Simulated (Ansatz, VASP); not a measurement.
Two plane-wave programs on Sc

```
CELL_PARAMETERS angstrom
-1.81360 1.81360 1.81360
1.81360 -1.81360 1.81360
1.81360 1.81360 -1.81360
ATOMIC_POSITIONS crystal
Sc 0.00000 0.00000 0.00000
```

Alike in both runs: functional PBEsol; k mesh 16 × 16 × 16; occupations gaussian, width 0.1 eV; no spin polarisation.

Ansatz relaxed the structure, and its values are those at the end. VASP's run is a single point on that final structure, the one shown.

|  | VASP | Ansatz |
| --- | --- | --- |
| version | VASP 6.6.1 | Ansatz 0.2.0 |
| potentials or method | VASP PAW PBE potentials, release 64 (Sc_sv) | scalar-relativistic, plane waves, PAW |
| plane-wave cutoff (eV) | 520 | 420 |
| valence electrons in the cell | 11 | 11 |

```tsv
	VASP	Ansatz	Ansatz less VASP
gap on the k mesh at the Fermi level (eV)	none	none	-
pressure (GPa)	0.0	0.0	-0.02
```

A gap of «none» marks a metal or a gap that the smearing closes. The functional is the same, so the differences come from potentials, cutoffs and numerics.

Caveats: the PAW data sets were made with another functional, which shifts forces and pressure a little (VASP).
